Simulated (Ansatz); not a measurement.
## BN (F-43m): G0W0 and the choice of datasets

```yaml
crystal:
  lattice:
    - [0.00000, 1.74665, 1.74665]
    - [1.74665, 0.00000, 1.74665]
    - [1.74665, 1.74665, 0.00000]
  atoms:
    - { symbol: B, position: [0.00000, 0.00000, 0.00000] }
    - { symbol: N, position: [0.25000, 0.25000, 0.25000] }
```

Held fixed (Ansatz):

```json
{"orbitals": "PBE", "k mesh": "4×4×4", "empty bands": "69", "response cutoff": "200 eV", "frequencies": "contour deformation", "q → 0 term": "analytic weight of Carrier, Rohra and Görling", "band sums": "cut at the band count"}
```

The gap is read from Γ to k = (0, -0.5, -0.5), linearised, between the Kohn-Sham band edges among the points solved. ε∞ is the electronic dielectric constant on this mesh.

| datasets, wave cutoff | KS gap (eV) | G0W0 gap (eV) | ε∞ |
| --- | --- | --- | --- |
| all-electron, 3300 eV | 4.55 | ? | ? |
| hard PAW, 700 eV | 4.55 | 6.21 | 4.9 |
| hand-made PAW, accurate, 900 eV | 4.55 | 6.22 | 4.9 |
| hand-made PAW, 870 eV | 4.55 | 6.22 | 4.9 |
| JTH PAW, 700 eV | 4.53 | 6.17 | 4.9 |
| soft PAW (1st gen.), 420 eV | 4.55 | 6.18 | 4.9 |
| norm-conserving, 1240 eV | 4.54 | 6.10 | 4.9 |
| all-electron, no relativity, 3300 eV | 4.56 | 6.22 | 4.9 |

Problem. Fill in the row for all-electron, 3300 eV.

Solution. G0W0 gap 6.21 eV, ε∞ 4.9.

The cell is a model at fixed atoms and needn't be the relaxed known crystal. Soft PAW datasets can miss an all-electron G0W0 gap by more than 5 %. With norm-conserving pseudopotentials the core–valence exchange is only approximate, which can shift gaps by tenths of an eV and RPA lattice constants by most of a per cent. Points k are given in fractions of the reciprocal vectors. The mesh is coarse, so these are values at the stated settings, not converged ones. Band sums or response are cut, so the gap isn't at its basis limit. The gap is read on the mesh, and the crystal's band edges can lie off it. Meshes this coarse can overestimate the dielectric constant by a tenth and more.
